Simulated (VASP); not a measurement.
Runs of VASP 6.6.1 on GaAs. The structure is cubic, space group F-43m (No. 216). Conventional cell: a = 5.654 Å, b = 5.654 Å, c = 5.654 Å, α = 90.00°, β = 90.00°, γ = 90.00°. As (site symmetry -43m) is surrounded by 4 Ga at 2.45 Å. Ga (site symmetry -43m) is surrounded by 4 As at 2.45 Å. 

| task | level | spin | exchange at q = 0 | screening parameter | share of exact exchange | gap on the mesh (eV) | pressure (GPa) |
| --- | --- | --- | --- | --- | --- | --- | --- |
| band structure | PBE0 | off | truncated | - | - | 2.02 | (a) |
| band structure | HSE06 | off | - | 0.2 1/A | - | 1.43 | 1.0 |
| band structure | HSE03 | off | - | - | - | 1.26 | 1.3 |
| single point | HSE06 | SOC, no magnetisation | - | 0.2 1/A | - | - | 1.0 |
| band structure | r2SCAN-EpsX | off | truncated | - | 0.0346 | (b) | 0.5 |

Alike in all rows: potentials or basis VASP PAW PBE potentials, release 64 (As, Ga_d); cell as given; k mesh 6 × 6 × 6; cutoff (eV) 520; smearing gaussian 0.02 eV.

Q: Estimate the missing entries.

A: (a) 0.8; (b) 1.16.

Caveats: the PAW data sets were made with another functional, which shifts forces and pressure a little.

A k mesh can miss the band edges, and rows without SOC leave out spin-orbit coupling on As, Ga.
